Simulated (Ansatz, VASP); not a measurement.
# InSe: VASP beside Ansatz, part 2 of 2

One calculation is typed for both programs; each brings its own data sets and cutoff. How far apart do they land?  Other levels of theory on this material are compared in a session of their own.

VASP 6.6.1 and Ansatz 0.2.0.

So far. Step 2 (VASP: band structure, PBEsol): The run ends at a pressure of 0.43 GPa, with forces up to 0.31 eV/Å.

The database entry behind the starting cell differs from later determinations by our own check (c about 1.5 % long), so it need not match the best structure at ambient conditions.

## (4) Comparison

Known differences besides the potentials themselves: the data sets hold 58 valence electrons in Ansatz (default PAW (the set named soft_2) files) and 38 in VASP; the cutoff is 420 eV in Ansatz and 400 eV in VASP; Ansatz makes its cores anew for this functional, VASP keeps those of its PBE data sets; VASP leaves aspherical gradient terms in its spheres out (LASPH is not set), Ansatz keeps them. Total energies have different zeros and are not compared.

Both answers:

```csv
quantity,Ansatz,VASP,difference
pressure (GPa),0.39,0.43,-0.04
gap over the path points (eV),0.339,0.323,+0.016
```

Forces (eV/Å; atoms numbered as in POSCAR):

```csv
atom,"Ansatz x, y, z","VASP x, y, z"
In1,"0.000, 0.000, 0.270","0.000, 0.000, 0.290"
In2,"0.000, 0.000, -0.287","0.000, 0.000, -0.306"
Se3,"0.000, 0.000, -0.076","0.000, 0.000, -0.098"
Se4,"0.000, 0.000, 0.093","0.000, 0.000, 0.115"
```

Levels at points of the path, from each program's valence-band top (eV; 4 filled, then empty):

| k (reciprocal lattice) | Ansatz | VASP |
| --- | --- | --- |
| 0.000 0.000 0.000 | -1.29 -1.29 -1.20 -1.20 1.64 2.00 4.35 | -1.30 -1.30 -1.21 -1.21 1.61 1.98 4.34 |
| 0.133 0.000 0.000 | -1.73 -1.52 -1.39 -1.11 2.02 2.72 3.60 | -1.74 -1.53 -1.40 -1.12 2.00 2.71 3.59 |
| 0.300 0.000 0.000 | -2.11 -2.04 -1.91 -1.09 1.62 2.04 3.77 | -2.11 -2.05 -1.92 -1.10 1.61 2.03 3.75 |
| 0.467 0.000 0.000 | -2.37 -2.33 -2.23 -1.67 1.14 1.91 3.55 | -2.37 -2.34 -2.24 -1.67 1.13 1.89 3.54 |
| 0.500 0.036 -0.036 | -2.69 -2.46 -2.22 -1.63 1.31 2.04 3.62 | -2.69 -2.47 -2.23 -1.64 1.30 2.03 3.61 |
| 0.500 0.096 -0.096 | -3.40 -2.94 -2.13 -1.56 1.91 2.28 3.28 | -3.41 -2.95 -2.14 -1.56 1.90 2.27 3.27 |
| 0.500 0.155 -0.155 | -3.74 -2.69 -2.17 -1.67 1.76 2.35 3.19 | -3.75 -2.70 -2.18 -1.67 1.76 2.34 3.18 |
| 0.778 0.500 0.222 | -3.42 -2.50 -2.48 -1.75 1.71 2.48 3.60 | -3.44 -2.51 -2.48 -1.76 1.71 2.47 3.59 |
| 0.671 0.500 0.329 | -2.96 -2.57 -2.21 -0.77 2.39 2.64 4.01 | -2.97 -2.58 -2.23 -0.77 2.38 2.63 4.00 |
| 0.564 0.500 0.436 | -1.94 -1.53 -1.28 -0.08 1.15 2.64 3.74 | -1.95 -1.54 -1.28 -0.08 1.14 2.62 3.73 |

The forces differ by 12 meV/Å r.m.s., which is 9.3 % of the r.m.s. force of 0.13 eV/Å (both taken over all components). Among the levels compared at these points, filled levels agree within 13 meV and empty ones within 22 meV. Ansatz's pressure holds a Pulay correction of 0.03 GPa; VASP's holds none.

## (5) VASP: band structure, r2SCAN

The same path points are solved in both programs, so levels can be compared one by one.

Contents of INCAR:

```
SYSTEM = InSe
PREC = Accurate
ENCUT = 400
EDIFF = 1E-06
NELM = 100
ISMEAR = 0
SIGMA = 0.02
LREAL = .FALSE.
ALGO = Normal
METAGGA = R2SCAN
LASPH = .TRUE.
NBANDS = 33
LORBIT = 11
LWAVE = .FALSE.
LCHARG = .FALSE.
KPAR = 8
```

Contents of POSCAR:

```
InSe
1.0
    2.0000000000      1.1547005384      8.4400000000
   -2.0000000000      1.1547005384      8.4400000000
    0.0000000000     -2.3094010768      8.4400000000
In Se
2 2
Direct
    0.0000000000      0.0000000000      0.0000000000
    0.1114000000      0.1114000000      0.1114000000
    0.6165000000      0.6165000000      0.6165000000
    0.8281000000      0.8281000000      0.8281000000
```

Contents of KPOINTS:

```
Automatic mesh
0
Gamma
4 4 4
0 0 0
```

Contents of KPOINTS_OPT:

```
Line mode
16
Line-mode
Reciprocal
  0.00000000   0.00000000   0.00000000 GAMMA
  0.50000000   0.00000000   0.00000000 L

  0.50000000   0.00000000   0.00000000 L
  0.50000000   0.17914517  -0.17914517 B1

  0.82085483   0.50000000   0.17914517 B
  0.50000000   0.50000000   0.50000000 Z

  0.50000000   0.50000000   0.50000000 Z
  0.00000000   0.00000000   0.00000000 GAMMA

  0.00000000   0.00000000   0.00000000 GAMMA
  0.33957259   0.00000000  -0.33957259 X

  0.66042741   0.33957259   0.00000000 Q
  0.50000000   0.50000000   0.00000000 F

  0.50000000   0.50000000   0.00000000 F
  0.66042741   0.66042741   0.17914517 P1

  0.66042741   0.66042741   0.17914517 P1
  0.50000000   0.50000000   0.50000000 Z

  0.50000000   0.00000000   0.00000000 L
  0.82085483   0.33957259   0.33957259 P
```

The projector-augmented-wave data sets are In_d and Se (PBE family, release 64).

The run is started by

```sh
> mpirun -np 8 vasp_std
```

Numbers of over 12 decimals in the logs are rounded to 6 here.

What it wrote:

```text
[banner, memory and clock lines left out]
running    8 mpi-ranks, on    1 nodes
[...]
[... a notice as in an earlier step ...]

 [... a notice as in an earlier step ...]

 LDA part: xc-table for (None), standard interpolation
 POSCAR, INCAR and KPOINTS ok, starting setup
[...]
entering main loop
       N       E                     dE             d eps       ncg     rms          rms(c)
DAV:   1     0.259506067784E+03    0.25951E+03   -0.14525E+04   866   0.108E+03
DAV:   2    -0.451077199696E+02   -0.30461E+03   -0.28892E+03   898   0.314E+02
DAV:   3    -0.820441930751E+02   -0.36936E+02   -0.36350E+02  1038   0.120E+02
DAV:   4    -0.836480355961E+02   -0.16038E+01   -0.16000E+01  1052   0.265E+01
[...]
DAV:  11    -0.763871231591E+02   -0.57857E-04   -0.14738E-04  1070   0.707E-02    0.558E-02
DAV:  12    -0.763871170979E+02    0.60612E-05   -0.28521E-05  1027   0.314E-02    0.123E-02
DAV:  13    -0.763871169831E+02    0.11483E-06   -0.26367E-06   977   0.859E-03
   1 F= -.76387117E+02 E0= -.76387117E+02  d E =-.981597E-19
 Start KPOINTS_OPT (optional k-point list driver)
k-point batch [1-13\144]
       N       E                     dE             ncg
DAV:   1     0.134114092104E+04   -0.36712E+04      866
DAV:   2    -0.267138515123E+04   -0.40125E+04      882
DAV:   3    -0.318420876130E+04   -0.51282E+03     1050
DAV:   4    -0.320644250722E+04   -0.22234E+02     1028
DAV:   5    -0.320759989720E+04   -0.11574E+01     1452
DAV:   6    -0.320761120407E+04   -0.11307E-01     1051
DAV:   7    -0.320761183921E+04   -0.63513E-03     1428
DAV:   8    -0.320761185251E+04   -0.13302E-04     1020
DAV:   9    -0.320761185285E+04   -0.33859E-06      692
[...]
k-point batch [144-144\144]
       N       E                     dE             ncg
DAV:   1     0.122807727867E+05   -0.92020E+03       66
DAV:   2     0.119848685618E+05   -0.29590E+03       74
DAV:   3     0.119469729310E+05   -0.37896E+02       83
DAV:   4     0.119452708347E+05   -0.17021E+01       76
DAV:   5     0.119451688275E+05   -0.10201E+00      124
DAV:   6     0.119451681749E+05   -0.65264E-03       76
DAV:   7     0.119451681286E+05   -0.46229E-04      108
DAV:   8     0.119451681283E+05   -0.28297E-06       76
```

From OUTCAR (step 5):

```text
  Total        1.3051712      1.3051712      0.2116889     -0.0000000      0.0000000      0.0000000
  in kB       17.8807203     17.8807203      2.9001182     -0.0000000      0.0000000      0.0000000
  external PRESSURE =      12.8871863 kB  Pullay stress =       0.0000000 kB

 POSITION                                       TOTAL-FORCE (eV/Angst)
 -----------------------------------------------------------------------------------
      0.00000      0.00000      0.00000         0.000000      0.000000      0.223847
      0.00000      0.00000      2.82065         0.000000     -0.000000     -0.239831
      0.00000      0.00000     15.60978         0.000000      0.000000     -0.037253
      0.00000      0.00000     20.96749         0.000000      0.000000      0.053238
 -----------------------------------------------------------------------------------
    total drift:                               -0.000000     -0.000000     -0.000530

  FREE ENERGIE OF THE ION-ELECTRON SYSTEM (eV)
  ---------------------------------------------------
  free  energy   TOTEN  =       -76.3871169831 eV

  energy  without entropy=      -76.3871169831  energy(sigma->0) =      -76.38711698

[... 2 parts as in an earlier step ...]

[... 1 further part left out ...]
[key lines of the parts left out:]
E-fermi :   4.0045
```

The run ends at a pressure of 1.29 GPa, with forces up to 0.24 eV/Å.

## (6) Ansatz: band structure, r2SCAN

The same cell, functional, mesh and smearing now go to Ansatz, which takes its cutoff from its data sets.

Contents of input.yaml:

```yaml
crystal:
  lattice:
    - [2.0, 1.1547005384, 8.44]
    - [-2.0, 1.1547005384, 8.44]
    - [0.0, -2.3094010768, 8.44]
  atoms:
    - { symbol: In, position: [0.0, 0.0, 0.0] }
    - { symbol: In, position: [0.1114, 0.1114, 0.1114] }
    - { symbol: Se, position: [0.6165, 0.6165, 0.6165] }
    - { symbol: Se, position: [0.8281, 0.8281, 0.8281] }
hamiltonian:
  xc: r2scan
  pseudopotentials: { kind: paw }
kpoints:
  mp_grid: { grid: [4, 4, 4] }
  band_path:
    path:
      - [0.0, 0.0, 0.0]
      - [0.13333, 0.0, 0.0]
      - [0.3, 0.0, 0.0]
      - [0.46667, 0.0, 0.0]
      - [0.5, 0.03583, -0.03583]
      - [0.5, 0.09554, -0.09554]
      - [0.5, 0.15526, -0.15526]
      - [0.77807, 0.5, 0.22193]
      - [0.67112, 0.5, 0.32888]
      - [0.56417, 0.5, 0.43583]
      - [0.5, 0.5, 0.5]
      - [0.46667, 0.46667, 0.46667]
      - [0.3, 0.3, 0.3]
      - [0.13333, 0.13333, 0.13333]
      - [0.0, 0.0, 0.0]
      - [0.11319, 0.0, -0.11319]
      - [0.20374, 0.0, -0.20374]
      - [0.31693, 0.0, -0.31693]
      - [0.62834, 0.37166, 0.0]
      - [0.57487, 0.42513, 0.0]
      - [0.52139, 0.47861, 0.0]
      - [0.52139, 0.52139, 0.02389]
      - [0.57487, 0.57487, 0.0836]
      - [0.62834, 0.62834, 0.14332]
      - [0.64973, 0.64973, 0.20054]
      - [0.59626, 0.59626, 0.30749]
      - [0.54278, 0.54278, 0.41444]
      - [0.5, 0.0, 0.0]
      - [0.60695, 0.11319, 0.11319]
      - [0.7139, 0.22638, 0.22638]
      - [0.82085, 0.33957, 0.33957]
    npoints: 1
scf:
  occupations: { method: gaussian, width: 0.02 }
  n_extra_bands: 8
output:
  forces: true
  stress: true
  eigenvalues: true
  write_density: true
  write_potential: true
  elf: true
  volumetric_format: npy
```

The run is started by

```sh
> ansatz run input.yaml --threads 2 --pin off --max-ram 4608MiB --backend cpu --events-out ev --progress --plain --runs-dir out
```

What it wrote:

```text
[...]
Crystal: 4 atoms, lattice volume = 116.948 Å³
Basis set: ecut = 500 eV, 2965 PW (Γ), FFT grids on a1−a2, a2, −a2+a3, exchange–correlation on 120×256×120 points (64 copies of the dense FFT grid, shifted against one another)
Bands: 37, of which v1, the nominal top of the filled ones, is band 29 counted from 1 (28 counted from 0)
Symmetry: 6 space group operations
[...]
k-point 0: bands = [... 25 lower, 5.6972, 5.6972, 5.7897, 5.7897, 9.1163, 9.6448, 11.8005, 11.8005, ... 4 higher]
  k-point 1: bands = [... 25 lower, 4.9589, 5.0949, 5.2313, 6.0258, 9.4079, 9.6048, 11.5174, 11.7386, ... 4 higher]
  k-point 2: bands = [... 25 lower, 4.6266, 4.6374, 4.7376, 5.3410, 8.5521, 9.3540, 11.0638, 11.4251, ... 4 higher]
  k-point 12: bands = [... 25 lower, 5.6266, 5.8666, 5.8666, 7.0613, 7.9252, 9.6901, 11.7184, 11.7184, ... 4 higher]
[key lines of the parts left out:]
SCF converged after 7 iterations
Free energy (F): -22182.526813 eV
Fermi energy:    7.493232 eV
P = ⅓ Tr σ = 1.2957 GPa (12.957 kbar)
```

Elapsed: 28 s, on 2 threads of Arm Neoverse N1, shared host; peak memory 0.57 GiB.

## (7) Differences

What differs besides the data sets and the points named for the pairs above, as far as they apply: VASP keeps PBE cores, Ansatz makes them for the functional; the cutoff is 500 eV in Ansatz and 400 eV in VASP. Total energies have different zeros and are not compared.

The two programs side by side:

```
                     quantity  Ansatz   VASP  difference
               pressure (GPa)    1.30   1.29       +0.01
gap over the path points (eV)   0.864  0.855      +0.009
```

Forces (eV/Å; atoms numbered as in POSCAR):

```csv
atom,"Ansatz x, y, z","VASP x, y, z"
In1,"0.000, 0.000, 0.214","0.000, 0.000, 0.224"
In2,"0.000, 0.000, -0.230","0.000, 0.000, -0.240"
Se3,"0.000, 0.000, -0.022","0.000, 0.000, -0.037"
Se4,"0.000, 0.000, 0.037","0.000, 0.000, 0.053"
```

Levels at points of the path, from each program's valence-band top (eV; 4 filled, then empty):

```
k (reciprocal lattice)                                  Ansatz                                    VASP
     0.000 0.000 0.000  -1.36 -1.36 -1.27 -1.27 2.06 2.58 4.74  -1.37 -1.37 -1.28 -1.28 2.05 2.57 4.73
     0.133 0.000 0.000  -1.79 -1.59 -1.46 -1.12 2.42 3.26 4.03  -1.79 -1.60 -1.47 -1.12 2.41 3.25 4.02
     0.300 0.000 0.000  -2.15 -2.12 -1.99 -1.12 2.01 2.44 4.25  -2.15 -2.13 -2.00 -1.12 2.00 2.43 4.24
     0.467 0.000 0.000  -2.42 -2.40 -2.31 -1.70 1.50 2.29 4.00  -2.42 -2.40 -2.32 -1.70 1.50 2.29 4.00
    0.500 0.036 -0.036  -2.74 -2.53 -2.27 -1.67 1.66 2.42 4.08  -2.75 -2.54 -2.27 -1.67 1.65 2.42 4.07
    0.500 0.096 -0.096  -3.46 -3.01 -2.18 -1.61 2.21 2.65 3.69  -3.47 -3.02 -2.18 -1.61 2.20 2.65 3.69
    0.500 0.155 -0.155  -3.81 -2.75 -2.23 -1.73 2.04 2.74 3.58  -3.82 -2.75 -2.23 -1.73 2.04 2.74 3.58
     0.778 0.500 0.222  -3.49 -2.56 -2.54 -1.79 2.01 2.84 3.98  -3.50 -2.56 -2.54 -1.79 2.00 2.84 3.98
     0.671 0.500 0.329  -3.02 -2.63 -2.28 -0.79 2.77 2.96 4.45  -3.03 -2.64 -2.29 -0.79 2.77 2.96 4.44
     0.564 0.500 0.436  -1.99 -1.60 -1.34 -0.09 1.59 3.19 4.14  -2.00 -1.61 -1.35 -0.09 1.59 3.18 4.13
```

The forces differ by 7.6 meV/Å r.m.s., which is 7.8 % of the r.m.s. force of 0.10 eV/Å (both taken over all components). Among the levels compared at these points, filled levels agree within 9 meV and empty ones within 13 meV. Ansatz's pressure holds a Pulay correction of 0.01 GPa; VASP's holds none.

## (8) Results

| Quantity | Value |
| --- | --- |
| difference in gap over the path points (band structure, PBEsol) | 0.016 eV |
| r.m.s. force difference (band structure, PBEsol) | 12 meV/Å |
| difference in gap over the path points (band structure, r2SCAN) | 0.0086 eV |
| r.m.s. force difference (band structure, r2SCAN) | 7.6 meV/Å |

What this shows: The r.m.s. force difference is 12 meV/Å (band structure, PBEsol), at about the 12 meV/Å picked in this series as the mark of a large difference. 15 further runs of this series are not shown here. Such differences can come from data sets, numerical settings and the points named under the comparisons, not from the functional's error against experiment.

[Lines on the potential files, build, host, timing and source positions are cut from VASP's logs without a mark.]

[Logs are printed without paths, hosts, clocks, repeated set-up lines and the standing remarks that a program may print on its own settings, such as how far it seeks lower states.]

[Hosts, paths, dates, database ids (printed as entryN), source tags and the programs' standing remarks are cut or masked in the printed files.]
